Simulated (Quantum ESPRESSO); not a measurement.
# Tl (P6_3/mmc) in Quantum ESPRESSO: single point with PBEsol

Aim: the single point of Tl with PBEsol.

Program: Quantum ESPRESSO 7.5. These are calculated values, not measurements. Logs are shortened: lines on timing, memory, paths and dates and some standing lists are left out, and cuts for length are marked.

## (1) Starting point

It takes space group P6_3/mmc (No. 194, hexagonal). The conventional cell has a = 3.456 Å, b = 3.456 Å, c = 5.525 Å, α = 90.00°, β = 90.00°, γ = 120.00°. Tl (site symmetry -6m2) is surrounded by 12 Tl at 3.41 to 3.46 Å.

## (2) Single point, PBEsol

run.py

```python
import numpy as np
from ase.calculators.espresso import Espresso, EspressoProfile
from ase.io import read

atoms = read('Tl.cif')

input_data = {
    'control': {'calculation': 'scf', 'prefix': 'pwscf', 'outdir': './tmp', 'tprnfor': True, 'tstress': True, 'disk_io': 'nowf'},
    'system': {'ecutwfc': 45.0, 'ecutrho': 360.0, 'nbnd': 20, 'occupations': 'smearing', 'smearing': 'fd', 'degauss': 0.00367493},
    'electrons': {'conv_thr': 4e-10, 'electron_maxstep': 120, 'mixing_beta': 0.5},
}
pseudopotentials = {'Tl': 'tl_pbesol_v1.2.uspp.F.UPF'}
profile = EspressoProfile(command='mpirun -n 2 pw.x -nk 2', pseudo_dir='pseudo')
dft = Espresso(profile=profile, input_data=input_data, pseudopotentials=pseudopotentials, kpts=(9, 9, 5), koffset=(0, 0, 0))
atoms.calc = dft

print(f'energy {atoms.get_potential_energy():.8f} eV')
print('forces (eV/A)')
print(np.round(atoms.get_forces(), 6))
print('stress (eV/A^3, Voigt)')
print(np.round(atoms.get_stress(), 8))
print(f'Fermi level {dft.get_fermi_level():.4f} eV')
```

Tl.cif

```cif
data_Tl
_cell_length_a 3.45600000
_cell_length_b 3.45600000
_cell_length_c 5.52500000
_cell_angle_alpha 90.00000000
_cell_angle_beta 90.00000000
_cell_angle_gamma 120.00000000
_space_group_name_H-M_alt 'P1'
_space_group_name_Hall 'P 1'
_space_group_IT_number 1
loop_
_space_group_symop_operation_xyz
'x,y,z'
loop_
_atom_site_label
_atom_site_type_symbol
_atom_site_symmetry_multiplicity
_atom_site_Wyckoff_symbol
_atom_site_fract_x
_atom_site_fract_y
_atom_site_fract_z
_atom_site_occupancy
Tl1 Tl 1 a 0.6666666667 0.3333333333 0.7500000000 1
Tl2 Tl 1 a 0.3333333333 0.6666666667 0.2500000000 1
```

Potentials or basis: GBRV 1.5 PBEsol.

The run is started by

```bash
> OMP_NUM_THREADS=1 python run.py
```

Output:

```text
energy -3937.80378177 eV
forces (eV/A)
[[0. 0. 0.]
 [0. 0. 0.]]
stress (eV/A^3, Voigt)
[ 0.00294729  0.00294729 -0.00493969  0.          0.          0.        ]
Fermi level 10.5261 eV
```

espresso.pwi:

```text
&CONTROL
   calculation      = 'scf'
   tstress          = .true.
   tprnfor          = .true.
   outdir           = './tmp'
   prefix           = 'pwscf'
   disk_io          = 'nowf'
   pseudo_dir       = 'pseudo'
/
&SYSTEM
   nbnd             = 20
   ecutwfc          = 45.0
   ecutrho          = 360.0
   occupations      = 'smearing'
   degauss          = 0.00367493
   smearing         = 'fd'
   ntyp             = 1
   nat              = 2
   ibrav            = 0
/
&ELECTRONS
   electron_maxstep = 120
   conv_thr         = 4e-10
   mixing_beta      = 0.5
/
&IONS
/
&CELL
/
&FCP
/
&RISM
/
ATOMIC_SPECIES
Tl 204.38 tl_pbesol_v1.2.uspp.F.UPF

K_POINTS automatic
9 9 5  0 0 0

CELL_PARAMETERS angstrom
3.45600000000000 0.00000000000000 0.00000000000000
-1.72800000000000 2.99298379547902 0.00000000000000
0.00000000000000 0.00000000000000 5.52500000000000

ATOMIC_POSITIONS angstrom
Tl 1.7280000002 0.9976612651 4.1437500000  
Tl -0.0000000002 1.9953225304 1.3812500000
```

espresso.pwo:

```text
This program is part of the open-source Quantum ESPRESSO suite
     for quantum simulation of materials; please cite
         "P. Giannozzi et al., J. Phys.:Condens. Matter 21 395502 (2009);
         "P. Giannozzi et al., J. Phys.:Condens. Matter 29 465901 (2017);
         "P. Giannozzi et al., J. Chem. Phys. 152 154105 (2020);
     in publications or presentations arising from this work. More details at

Warning: card &CELL ignored
Warning: card &FCP ignored
Warning: card &RISM ignored

     Message from routine setup:
     using ibrav=0 with symmetry is DISCOURAGED, use correct ibrav instead

     K-points division:     npool     =       2
     Subspace diagonalization in iterative solution of the eigenvalue problem:
     a serial algorithm will be used

     G-vector sticks info
     --------------------
     sticks:   dense  smooth     PW     G-vecs:    dense   smooth      PW
     Sum        1057     517    163                44439    15681    2647

     Using Slab Decomposition

     bravais-lattice index     =            0
     lattice parameter (alat)  =       6.5309  a.u.
     unit-cell volume          =     385.6621 (a.u.)^3
     number of atoms/cell      =            2
     number of atomic types    =            1
     number of electrons       =        26.00
     number of Kohn-Sham states=           20
     kinetic-energy cutoff     =      45.0000  Ry
     charge density cutoff     =     360.0000  Ry
     scf convergence threshold =      4.0E-10
     mixing beta               =       0.5000
     number of iterations used =            8  plain     mixing
     Exchange-correlation= SLA  PW   PSX  PSC
                           (   1   4  10   8   0   0   0)

     celldm(1)=   6.530893  celldm(2)=   0.000000  celldm(3)=   0.000000
     celldm(4)=   0.000000  celldm(5)=   0.000000  celldm(6)=   0.000000

     crystal axes: (cart. coord. in units of alat)
               a(1) = (   1.000000   0.000000   0.000000 )
               a(2) = (  -0.500000   0.866025   0.000000 )
               a(3) = (   0.000000   0.000000   1.598669 )

     reciprocal axes: (cart. coord. in units 2 pi/alat)
               b(1) = (  1.000000  0.577350 -0.000000 )
               b(2) = (  0.000000  1.154701  0.000000 )
               b(3) = (  0.000000 -0.000000  0.625520 )

     PseudoPot. # 1 for Tl read from file:
     tl_pbesol_v1.2.uspp.F.UPF
     Pseudo is Ultrasoft + core correction, Zval = 13.0
     Generated by new atomic code, or converted to UPF format
     Using radial grid of  899 points,  6 beta functions with:
                l(1) =   0
                l(2) =   0
                l(3) =   1
                l(4) =   1
                l(5) =   2
                l(6) =   2
     Q(r) pseudized with  6 coefficients,  rinner =    1.100   1.100   1.100
                                                       1.100   1.100

     atomic species   valence    mass     pseudopotential
     Tl               13.00   204.38000     Tl( 1.00)

     24 Sym. Ops., with inversion, found (12 have fractional translation)

   Cartesian axes

     site n.     atom                  positions (alat units)
         1        Tl     tau(   1) = (   0.5000000   0.2886751   1.1990017  )
         2        Tl     tau(   2) = (  -0.0000000   0.5773503   0.3996672  )

     number of k points=    36  Fermi-Dirac smearing, width (Ry)=  0.0037
                       cart. coord. in units 2pi/alat
        k(    1) = (   0.0000000   0.0000000   0.0000000), wk =   0.0049383
        k(    2) = (   0.0000000   0.0000000   0.1251041), wk =   0.0098765
        k(    3) = (   0.0000000   0.0000000   0.2502081), wk =   0.0098765
        k(    4) = (   0.0000000   0.1283001   0.0000000), wk =   0.0296296
        k(    5) = (   0.0000000   0.1283001   0.1251041), wk =   0.0592593
        k(    6) = (   0.0000000   0.1283001   0.2502081), wk =   0.0592593
[... 28 lines left out ...]
        k(   35) = (   0.3333333   0.5773503   0.1251041), wk =   0.0197531
        k(   36) = (   0.3333333   0.5773503   0.2502081), wk =   0.0197531

     Dense  grid:    44439 G-vectors     FFT dimensions: (  40,  40,  64)

     Smooth grid:    15681 G-vectors     FFT dimensions: (  27,  27,  48)

     Check: negative core charge=   -0.000002

     Initial potential from superposition of free atoms

     starting charge      25.9912, renormalised to      26.0000

     negative rho (up, down):  9.691E-02 0.000E+00
     Starting wfcs are   18 randomized atomic wfcs +    2 random wfcs

     Self-consistent Calculation

     iteration #  1     ecut=    45.00 Ry     beta= 0.50
     Davidson diagonalization with overlap
     ethr =  1.00E-02,  avg # of iterations =  6.9

     Threshold (ethr) on eigenvalues was too large:
     Diagonalizing with lowered threshold

     Davidson diagonalization with overlap
     ethr =  4.01E-05,  avg # of iterations =  7.2

     negative rho (up, down):  9.738E-02 0.000E+00

     total energy              =    -289.42102077 Ry
     estimated scf accuracy    <       0.01233356 Ry

     iteration #  2     ecut=    45.00 Ry     beta= 0.50
     Davidson diagonalization with overlap
     ethr =  4.74E-05,  avg # of iterations =  2.0

     negative rho (up, down):  9.817E-02 0.000E+00

     total energy              =    -289.42316078 Ry
     estimated scf accuracy    <       0.00046848 Ry

     iteration #  3     ecut=    45.00 Ry     beta= 0.50
     Davidson diagonalization with overlap
     ethr =  1.80E-06,  avg # of iterations =  4.1

     negative rho (up, down):  9.900E-02 0.000E+00

     total energy              =    -289.42325175 Ry
     estimated scf accuracy    <       0.00011658 Ry

     iteration #  4     ecut=    45.00 Ry     beta= 0.50
     Davidson diagonalization with overlap
     ethr =  4.48E-07,  avg # of iterations =  2.0

     negative rho (up, down):  9.886E-02 0.000E+00

     total energy              =    -289.42325541 Ry
     estimated scf accuracy    <       0.00003510 Ry

     iteration #  5     ecut=    45.00 Ry     beta= 0.50
     Davidson diagonalization with overlap
     ethr =  1.35E-07,  avg # of iterations =  2.0

     negative rho (up, down):  9.889E-02 0.000E+00

     total energy              =    -289.42326485 Ry
     estimated scf accuracy    <       0.00000037 Ry

     iteration #  6     ecut=    45.00 Ry     beta= 0.50
     Davidson diagonalization with overlap
     ethr =  1.42E-09,  avg # of iterations =  3.9

     negative rho (up, down):  9.890E-02 0.000E+00

     total energy              =    -289.42326497 Ry
     estimated scf accuracy    <       0.00000012 Ry

     iteration #  7     ecut=    45.00 Ry     beta= 0.50
     Davidson diagonalization with overlap
     ethr =  4.61E-10,  avg # of iterations =  2.1

     negative rho (up, down):  9.890E-02 0.000E+00

     total energy              =    -289.42326500 Ry
     estimated scf accuracy    <          1.3E-09 Ry

     iteration #  8     ecut=    45.00 Ry     beta= 0.50
     Davidson diagonalization with overlap
     ethr =  5.09E-12,  avg # of iterations =  6.2

     negative rho (up, down):  9.890E-02 0.000E+00

     total energy              =    -289.42326500 Ry
     estimated scf accuracy    <          2.7E-09 Ry

     iteration #  9     ecut=    45.00 Ry     beta= 0.50
     Davidson diagonalization with overlap
     ethr =  5.09E-12,  avg # of iterations =  2.0

     negative rho (up, down):  9.890E-02 0.000E+00

     End of self-consistent calculation

          k = 0.0000 0.0000 0.0000 (  1949 PWs)   bands (ev):

    -1.1842  -0.9486  -0.9311  -0.9311  -0.8770  -0.8770  -0.8117  -0.8117
    -0.4714  -0.4714   0.4925   5.4497   7.6913  18.5333  18.5333  20.6155
    20.6155  20.8427  21.3829  21.4779

          k = 0.0000 0.0000 0.1251 (  1948 PWs)   bands (ev):

    -1.1558  -0.9613  -0.9613  -0.9580  -0.8992  -0.8992  -0.7437  -0.7437
    -0.4865  -0.4865   0.7139   4.1563   9.4199  18.7076  18.7076  19.0935
    20.4071  20.4071  20.8784  21.3223

          k = 0.0000 0.0000 0.2502 (  1924 PWs)   bands (ev):

    -1.0840  -1.0046  -0.9734  -0.9734  -0.9445  -0.9445  -0.6324  -0.6324
    -0.5393  -0.5393   1.4051   2.5758  12.2983  15.5959  19.1928  19.1928
    19.8492  19.8492  20.9830  21.1610

          k = 0.0000 0.1283 0.0000 (  1946 PWs)   bands (ev):

    -1.1470  -0.9898  -0.8890  -0.8786  -0.8670  -0.8427  -0.8354  -0.8281
    -0.5214  -0.4618   0.7284   5.5969   7.9954  16.2728  17.5834  19.0695
    21.0473  21.2016  21.2101  22.3493

          k = 0.0000 0.1283 0.1251 (  1939 PWs)   bands (ev):

    -1.1230  -0.9820  -0.9435  -0.9222  -0.9059  -0.8508  -0.7522  -0.7514
    -0.5366  -0.4799   0.9538   4.3652   9.6497  16.4817  17.8040  18.5258
    19.4245  20.4839  20.5232  21.7044

          k = 0.0000 0.1283 0.2502 (  1954 PWs)   bands (ev):

    -1.0651  -1.0038  -0.9673  -0.9443  -0.9314  -0.8981  -0.6609  -0.6366
    -0.5849  -0.5389   1.6486   2.8121  12.4570  15.6369  17.1019  18.0645
    18.4418  19.4107  20.3864  20.8909

          k = 0.0000 0.2566 0.0000 (  1956 PWs)   bands (ev):

    -1.1595  -0.9813  -0.9338  -0.8906  -0.8898  -0.7581  -0.7438  -0.7003
    -0.6247  -0.4430   1.4551   6.0461   8.8549  13.1009  16.1923  16.7253
    19.1356  19.7597  20.4881  21.8327

          k = 0.0000 0.2566 0.1251 (  1950 PWs)   bands (ev):

    -1.1435  -1.0036  -0.9678  -0.8872  -0.8803  -0.7245  -0.7239  -0.7078
    -0.6145  -0.4670   1.6818   4.9786  10.2541  13.4061  15.8484  16.4528
    18.9671  19.7002  19.8066  21.1806
[... 139 lines left out ...]
          k = 0.2222 0.5132 0.1251 (  1971 PWs)   bands (ev):

    -1.1532  -1.0778  -1.0109  -0.9218  -0.8484  -0.6992  -0.6389  -0.5405
    -0.5185  -0.4292   5.0213   6.5767   9.4508  10.6376  11.7936  13.7899
    14.4305  16.3416  18.9561  23.3247

          k = 0.2222 0.5132 0.2502 (  1965 PWs)   bands (ev):

    -1.1348  -1.0992  -0.9584  -0.9351  -0.8614  -0.6988  -0.6530  -0.6207
    -0.4718  -0.4227   5.5878   6.2903   9.1398   9.8436  11.7262  12.7045
    16.6643  18.0047  20.8572  22.0206

          k = 0.3333 0.5774 0.0000 (  1971 PWs)   bands (ev):

    -1.2045  -0.9507  -0.9507  -0.8670  -0.8670  -0.8173  -0.6648  -0.5110
    -0.5110  -0.4608   5.9480   5.9480   9.2268  12.3260  12.3260  13.3449
    13.6855  13.6855  17.1022  26.2368

          k = 0.3333 0.5774 0.1251 (  1956 PWs)   bands (ev):

    -1.1432  -1.0272  -1.0272  -0.8068  -0.8065  -0.8065  -0.6774  -0.5372
    -0.4935  -0.4935   6.1007   6.1007   9.4915  10.9814  10.9814  12.6048
    15.4387  15.4387  18.1219  25.5567

          k = 0.3333 0.5774 0.2502 (  1980 PWs)   bands (ev):

    -1.0967  -1.0967  -0.9786  -0.8054  -0.7637  -0.7637  -0.7081  -0.7001
    -0.4648  -0.4648   6.4113   6.4113   9.8093   9.8093  10.2377  11.3449
    17.6961  17.6961  20.2347  22.8128

     the Fermi energy is    10.5261 ev

!    total energy              =    -289.42326500 Ry
     estimated scf accuracy    <          2.9E-11 Ry
     smearing contrib. (-TS)   =      -0.00106469 Ry
     internal energy E=F+TS    =    -289.42220032 Ry

     The total energy is F=E-TS. E is the sum of the following terms:
     one-electron contribution =     -38.64814866 Ry
     hartree contribution      =      41.76815396 Ry
     xc contribution           =    -123.58277492 Ry
     ewald contribution        =    -168.95943070 Ry

     convergence has been achieved in   9 iterations

     negative rho (up, down):  9.890E-02 0.000E+00

     Forces acting on atoms (cartesian axes, Ry/au):

     atom    1 type  1   force =     0.00000000    0.00000000    0.00000000
     atom    2 type  1   force =     0.00000000    0.00000000    0.00000000

     Total force =     0.000000     Total SCF correction =     0.000000

     Computing stress (Cartesian axis) and pressure

     negative rho (up, down):  9.890E-02 0.000E+00
          total   stress  (Ry/bohr**3)                   (kbar)     P=       -0.51
  -0.00003210  -0.00000000  -0.00000000           -4.72       -0.00       -0.00
  -0.00000000  -0.00003210  -0.00000000           -0.00       -4.72       -0.00
  -0.00000000  -0.00000000   0.00005380           -0.00       -0.00        7.91

=------------------------------------------------------------------------------=
   JOB DONE.
=------------------------------------------------------------------------------=
```

Wall time 10 s (2 MPI ranks of Intel Xeon 6975P-C (Granite Rapids), shared host); peak memory 0.28 GiB.

Results:

| Property | Result |
| --- | --- |
| Free energy | -3937.8041 eV |
| Pressure | -0.1 GPa |
| Band gap on the k mesh | none (metal or under the smearing width) |

Stress tensor (GPa, compression positive):
```
-0.47  0.00  0.00
 0.00 -0.47  0.00
 0.00  0.00  0.79
```

Levels at points of the mesh, in eV from the Fermi level:
| k point | band 10 | band 11 | band 12 | band 13 | band 14 | band 15 | band 16 | band 17 |
| --- | --- | --- | --- | --- | --- | --- | --- | --- |
| (0.00, 0.00, 0.00) | -11.00 | -10.03 | -5.08 | -2.83 | 8.01 | 8.01 | 10.09 | 10.09 |
